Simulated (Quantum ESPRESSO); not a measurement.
Runs of Quantum ESPRESSO 7.5 on MnO. The structure is hexagonal, space group P6_3mc (No. 186). Conventional cell: a = 3.372 Å, b = 3.372 Å, c = 5.385 Å, α = 90.00°, β = 90.00°, γ = 120.00°. Mn (site symmetry 3m) has 4 O at 1.96 to 2.08 Å as nearest neighbours. Around O (site symmetry 3m) lie 4 Mn at 1.96 to 2.08 Å. Measurements of this composition are mostly on another form, of space group No. 225.

```tsv
U	gap on the mesh (eV)	pressure (GPa)	moment (μB)	largest force (eV/Å)
Mn d U = 2 eV	0.08	-1.6	10.00	0.69
Mn d U = 3 eV	0.08	-0.4	10.00	0.74
Mn d U = 8 eV	0.16	(b)	10.00	0.95
Mn d U = 5 eV	0.10	2.0	10.00	0.84
Mn d U = 4 eV	0.09	(a)	10.00	0.79
```

Alike in all rows: task single point; level LDA+U; potentials or basis PseudoDojo 0.4.1 SR LDA standard; spin collinear, ferromagnetic start; cell as given; k mesh 6 × 6 × 4; cutoff (eV) 1306; smearing gaussian 0.05 eV.

Q: Estimate the missing entries.

A: (a) 0.8; (b) 5.4.

Caveats: only a ferromagnetic start was run, and an antiferromagnetic order may lie lower in energy.

A k mesh can miss the band edges.
